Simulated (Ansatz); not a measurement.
## Sb: computed properties

Level of theory: DFT PBEsol, scalar-relativistic, plane waves, PAW (Ansatz 0.2.0).

Cutoff 420 eV; k points 14×14×14 on the computed 1-atom cell (Γ-centred); Gaussian smearing, width 0.10 eV; no spin polarisation.

The structure is relaxed at this level of theory with its symmetry kept. This simple cubic form isn't the element's structure at ambient conditions.

```cif
data_structure
_symmetry_space_group_name_H-M 'Pm-3m'
_symmetry_Int_Tables_number 221
_cell_length_a 3.0617
_cell_length_b 3.0617
_cell_length_c 3.0617
_cell_angle_alpha 90.000
_cell_angle_beta 90.000
_cell_angle_gamma 90.000
_cell_volume 28.70
loop_
_atom_site_label
_atom_site_type_symbol
_atom_site_symmetry_multiplicity
_atom_site_Wyckoff_symbol
_atom_site_fract_x
_atom_site_fract_y
_atom_site_fract_z
_atom_site_occupancy
Sb1 Sb 1 a 0.00000 0.00000 0.00000 1
```

Problem. Formation energy from the elements' standard states (uncorrected)?

Solution. +0.025 eV/atom.

Problem. Density of states at the Fermi level?

Solution. 0.49 states/eV per cell.

Problem. Löwdin character within 0.5 eV of the Fermi level?

Solution. Sb 5p 85 %, Sb 5s 12 %.

Problem. Bulk modulus?

Solution. 61 GPa.

Problem. Its pressure derivative?

Solution. 4.5.

Problem. Bader charges (e)?

Solution. Sb (1 in the cell) 0.00.

Spin-orbit coupling is left out, which matters for the bands of heavy elements.